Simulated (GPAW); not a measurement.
A calculation with GPAW 26.7.0 of BN (ASE script, structure typed inline):

run.py

```python
from ase import Atoms
from ase.dft.bandgap import bandgap
from ase.io import write
from ase.units import GPa
from gpaw import GPAW, PW

atoms = Atoms(['N', 'B'],
              cell=[[2.5080409239, 0.0, 0.0],
                    [-1.2467107647, 2.1762310413, 0.0],
                    [-0.6306650796, -1.0881155206, 3.02254]],
              scaled_positions=[[0.668506, 0.332385, 0.984999],
                                [0.979643, 0.983499, 0.001806]],
              pbc=True)

calc = GPAW(mode=PW(650),
            xc='PBE',
            kpts={'size': (10, 10, 7), 'gamma': True},
            occupations={'name': 'fermi-dirac', 'width': 0.05},
            nbands=11,
            maxiter=120,
            txt='gpaw.txt')
atoms.calc = calc
energy = atoms.get_potential_energy()
forces = atoms.get_forces()
stress = atoms.get_stress()
calc.write('gs.gpw')
write('result.traj', atoms)
print(f'Energy: {energy:.6f} eV')
print('Forces (eV/A):')
print(forces.round(4))
print('Stress (GPa):', (stress / GPa).round(3))
print('Fermi level:', round(calc.get_fermi_level(), 4), 'eV')
print(f'Gap: {bandgap(calc)[0]:.4f} eV, direct: {bandgap(calc, direct=True)[0]:.4f} eV')
```

Potentials or basis: GPAW PAW data sets (gpaw-data 1.2.1), pw.

Run with:

```bash
$ OMP_NUM_THREADS=1 python run.py
```

The cell comes from a database or a generator and needn't be the stable form of this composition.

Question: Write the same calculation in another form: ASE script, Cartesian positions.

Answer: As run:

run.py

```python
from ase.dft.bandgap import bandgap
from ase.io import read, write
from ase.units import GPa
from gpaw import GPAW, PW

atoms = read('BN.xyz')

calc = GPAW(mode=PW(650),
            xc='PBE',
            kpts={'size': (10, 10, 7), 'gamma': True},
            occupations={'name': 'fermi-dirac', 'width': 0.05},
            nbands=11,
            maxiter=120,
            txt='gpaw.txt')
atoms.calc = calc
energy = atoms.get_potential_energy()
forces = atoms.get_forces()
stress = atoms.get_stress()
calc.write('gs.gpw')
write('result.traj', atoms)
print(f'Energy: {energy:.6f} eV')
print('Forces (eV/A):')
print(forces.round(4))
print('Stress (GPa):', (stress / GPa).round(3))
print('Fermi level:', round(calc.get_fermi_level(), 4), 'eV')
print(f'Gap: {bandgap(calc)[0]:.4f} eV, direct: {bandgap(calc, direct=True)[0]:.4f} eV')
```

The input BN.xyz:

```xyz
2
Lattice="2.5080409239 0.0000000000 0.0000000000 -1.2467107647 2.1762310413 0.0000000000 -0.6306650796 -1.0881155206 3.0225400000" Properties=species:S:1:pos:R:3 pbc="T T T"
N      0.6410479756     -0.3484461450      2.9771988775
B      1.2297069633      2.1383559163      0.0054587072
```

Potentials or basis: GPAW PAW data sets (gpaw-data 1.2.1), pw.

Run with:

```bash
$ OMP_NUM_THREADS=1 python run.py
```

Both were run:

|  | ASE script, structure typed inline | ASE script, Cartesian positions |
| --- | --- | --- |
| Pressure | -0.2 GPa | -0.2 GPa |
| Largest force | 2.729 eV/Å | 2.729 eV/Å |
| Band gap on the k mesh | 2.92 eV, indirect (least direct gap 4.60 eV) | 2.92 eV, indirect (least direct gap 4.60 eV) |

Keys that steer only the numerical path or the files written may differ.

Caveat: the cutoff is short for stress and forces, so pressures can be off by a GPa or more; an odd mesh through Γ misses points on the zone boundary, where band edges often lie.
